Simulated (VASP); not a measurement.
Wanted: the native input for a VASP 6.6.1 run.

```
Task                   : relaxation of cell and atoms
Functional             : PBE
Potentials or basis    : VASP PAW PBE potentials, release 64 (Hf_pv, O)
Cutoff                 : 600 eV
k mesh                 : 6 × 6 × 6
Occupations            : gaussian, width 0.03 eV
Spin                   : no spin polarisation
Further INCAR settings : ALGO = Normal; EDIFF = 1e-06; IBRION = 2; EDIFFG = -0.01; NSW = 90; ISIF = 3
```

The structure of HfO2 lies in POSCAR:

```
HfO2
1.0
    5.1180000000      0.0000000000      0.0000000000
    0.0000000000      5.1857000000      0.0000000000
   -0.8586630598      0.0000000000      5.2138671406
Hf O
4 8
Direct
    0.2755000000      0.0397000000      0.2080000000
    0.7245000000      0.5397000000      0.2920000000
    0.7245000000      0.9603000000      0.7920000000
    0.2755000000      0.4603000000      0.7080000000
    0.4487000000      0.7581000000      0.4801000000
    0.5513000000      0.2581000000      0.0199000000
    0.5513000000      0.2419000000      0.5199000000
    0.4487000000      0.7419000000      0.9801000000
    0.0742000000      0.3316000000      0.3467000000
    0.9258000000      0.8316000000      0.1533000000
    0.9258000000      0.6684000000      0.6533000000
    0.0742000000      0.1684000000      0.8467000000
```

The input as run:

INCAR

```
PREC = Accurate ; ENCUT = 600
EDIFF = 1E-6 ; ISMEAR = 0
SIGMA = 0.03 ; LREAL = False
LASPH = True ; NELM = 80
ALGO = Normal ; ISIF = 3
LWAVE = False ; LCHARG = False
GGA = PE ; IBRION = 2
NSW = 90 ; EDIFFG = -0.01
KPAR = 4
```

KPOINTS

```
Automatic mesh
0
Gamma
  6 6 6
```

Potentials or basis: VASP PAW PBE potentials, release 64 (Hf_pv, O).

Run with:

```sh
$ cat potpaw_PBE.64/Hf_pv/POTCAR potpaw_PBE.64/O/POTCAR > POTCAR
$ mpirun -np 4 vasp_std > vasp.out
```

It gave:

The relaxed volume is 11.66 Å³/atom and the relaxed cell is a = 5.139 Å, b = 5.190 Å, c = 5.321 Å, α = 90.00°, β = 99.69°, γ = 90.00°. The space group after relaxing (to 0.05 Å) is P2_1/c (No. 14). The energy gained by relaxing is 3.2 meV/atom, the ionic steps are 24 and the pressure after relaxing is 0.0 GPa. The largest force after relaxing is 0.009 eV/Å and the band gap on the k mesh is 4.03 eV, indirect (least direct gap 4.12 eV).

Caveat: spin-orbit coupling is left out, which moves the levels of the heavy elements.

It took 39 min on 4 MPI ranks on Intel(R) Xeon(R) Platinum 8375C CPU @ 2.90GHz (Ice Lake), with other jobs on the host, peak memory 0.64 GiB a rank.
